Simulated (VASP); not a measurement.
**BN: single point with PBE**

**Measured values to compare with.**

From a printed reference work, monograph, for a bulk crystal of BN at 300 K: band gap 6.4 eV (indirect).

Crystal: BN.

```
CELL_PARAMETERS angstrom
0.00000 1.81233 1.81233
1.81233 0.00000 1.81233
1.81233 1.81233 0.00000
ATOMIC_POSITIONS crystal
B 0.00000 0.00000 0.00000
N 0.75000 0.75000 0.75000
```

```yaml
Program: VASP 6.6.1
Task: single point
Functional: PBE
Potentials_or_basis: VASP PAW PBE potentials, release 64 (B, N)
Cutoff: 520 eV
k_mesh: 12 × 12 × 12
Occupations: gaussian, width 0.02 eV
Spin: no spin polarisation
```

* Pressure: 0.2 GPa
* Band gap on the k mesh: 4.45 eV, indirect (least direct gap 8.78 eV)

Levels at points of the mesh, in eV from the valence-band top:
| k point | band 1 | band 2 | band 3 | band 4 | band 5 | band 6 | band 7 | band 8 |
| --- | --- | --- | --- | --- | --- | --- | --- | --- |
| (0.00, 0.00, 0.00) | -20.14 | 0.00 | 0.00 | 0.00 | 8.78 | 8.78 | 8.78 | 10.22 |
| (0.50, 0.00, 0.00) | -15.96 | -10.62 | -1.93 | -1.93 | 10.04 | 10.66 | 10.66 | 15.17 |
| (0.50, 0.50, 0.00) | -14.61 | -8.86 | -4.86 | -4.86 | 4.45 | 9.19 | 17.80 | 17.80 |

Run time: 10 s on 1 thread of AMD EPYC 7R13 Processor (Zen 3), on a shared host, peak memory 0.09 GiB.

A measured gap of BN is 6.4 eV (indirect; 300 K; a printed reference work, monograph); the calculated 4.45 eV misses it by -1.95 eV. The value is that of PBE on a finite k mesh, which can miss the band edges, without temperature or zero-point motion. Semilocal functionals fall short of measured gaps as a rule.
